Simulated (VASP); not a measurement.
A run of VASP 6.6.1 is set up as follows.

INCAR

```
PREC = Accurate
ENCUT = 520
EDIFF = 1E-7
ISMEAR = -1
SIGMA = 0.05
LREAL = F
LASPH = T
NELM = 150
ALGO = Normal
ISIF = 2
LWAVE = F
LCHARG = T
ISPIN = 2
MAGMOM = 0.23 -0.32
LORBIT = 11
GGA = B5
ALDAX = 1.0
AGGAX = 1.0
AGGAC = 1.0
ALDAC = 0.0
IVDW = 12
VDW_S6 = 1.0
VDW_S8 = 2.6996
VDW_A1 = 0.4298
VDW_A2 = 4.2359
LELF = T
LVHAR = T
NBANDS = 13
```

File KPOINTS:

```
Automatic mesh
0
Gamma
  10 10 5
```

The input POSCAR:

```
Mg
1.0
    3.2093000000      0.0000000000      0.0000000000
   -1.6046500000      2.7793353284      0.0000000000
    0.0000000000      0.0000000000      5.2103000000
Mg
2
Direct
    0.6666666667      0.3333333333      0.7500000000
    0.3333333333      0.6666666667      0.2500000000
```

Potentials or basis: VASP PAW PBE potentials, release 64 (Mg).

The run is started by

```console
$ cat potpaw_PBE.64/Mg/POTCAR > POTCAR
$ mpirun -np 1 vasp_std > vasp.out
```

Predict the net moment.

0.00 μB per cell.

What does it give for the pressure?

-3.9 GPa.

Stress tensor (GPa, compression positive):
```
-4.40  0.00  0.00
 0.00 -4.40  0.00
 0.00  0.00 -2.99
```

Caveat: the PAW data sets were made with another functional, which shifts forces and pressure a little; pairwise dispersion overbinds metals, which lowers pressure and volume.
